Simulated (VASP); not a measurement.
A run of VASP 6.6.1 is set up as follows.

File INCAR:

```
SYSTEM = Sb
PREC = Accurate ; ENCUT = 600
EDIFF = 1E-6 ; ISMEAR = 1
SIGMA = 0.1 ; LREAL = .False.
LASPH = .True. ; NELM = 80
ALGO = Normal ; ISIF = 3
LWAVE = .False. ; LCHARG = .False.
IBRION = 2 ; NSW = 90
EDIFFG = -0.01 ; PSTRESS = 64.0
```

File KPOINTS:

```
regular mesh
0
Gamma
  12 12 10
  0 0 0
```

POSCAR

```
Sb
1.0
    2.1542000000      1.2437279499      3.7580000000
   -2.1542000000      1.2437279499      3.7580000000
    0.0000000000     -2.4874558998      3.7580000000
Sb
2
Direct
    0.2334900000      0.2334900000      0.2334900000
    0.7665100000      0.7665100000      0.7665100000
```

Potentials or basis: VASP PAW LDA potentials, release 64 (Sb).

Command:

```bash
$ cat potpaw_LDA.64/Sb/POTCAR > POTCAR
$ mpirun -np 1 vasp_std > vasp.out
```

(1) What does it give for the relaxed cell?

(2) Estimate the space group after relaxing (to 0.05 Å).

(3) Predict the relaxed volume.

## Answers

(1) a = 4.208 Å, b = 4.208 Å, c = 4.208 Å, α = 59.72°, β = 59.72°, γ = 59.72°.

(2) R-3m (No. 166).

(3) 26.17 Å³/atom.

Caveat: the cell is relaxed towards a set pressure, so the enthalpy falls and the energy may rise.
